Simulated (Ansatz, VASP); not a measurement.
# One calculation of AlN, two programs

```xyz
4
Lattice="3.1130 0.0000 0.0000 -1.5565 2.6959 0.0000 0.0000 0.0000 4.9810" Properties=species:S:1:pos:R:3 pbc="T T T"
Al    0.0000    1.7973    0.0000
Al    1.5565    0.8986    2.4905
N     0.0000    1.7973    1.8928
N     1.5565    0.8986    4.3833
```

Alike in both runs: task single point; functional LDA; k mesh 6 × 6 × 4; no spin polarisation.

|  | VASP | Ansatz |
| --- | --- | --- |
| version | VASP 6.6.1 | Ansatz 0.2.0 |
| potentials or method | VASP PAW LDA potentials, release 64 (Al, N) | plane waves, PAW |
| plane-wave cutoff (eV) | 520 | 420 |
| occupations | gaussian, width 0.01 eV | fixed |
| valence electrons in the cell | 16 | 16 |

```tsv
	VASP	Ansatz	Ansatz less VASP
gap on the k mesh at the Fermi level (eV)	4.25	4.24	-0.007
pressure (GPa)	-4.1	-4.7	-0.57
largest component of the traceless stress (GPa)	1.12	1.11	-0.015
```

Expect the measured gap to be larger: semilocal functionals such as LDA lack the derivative discontinuity.
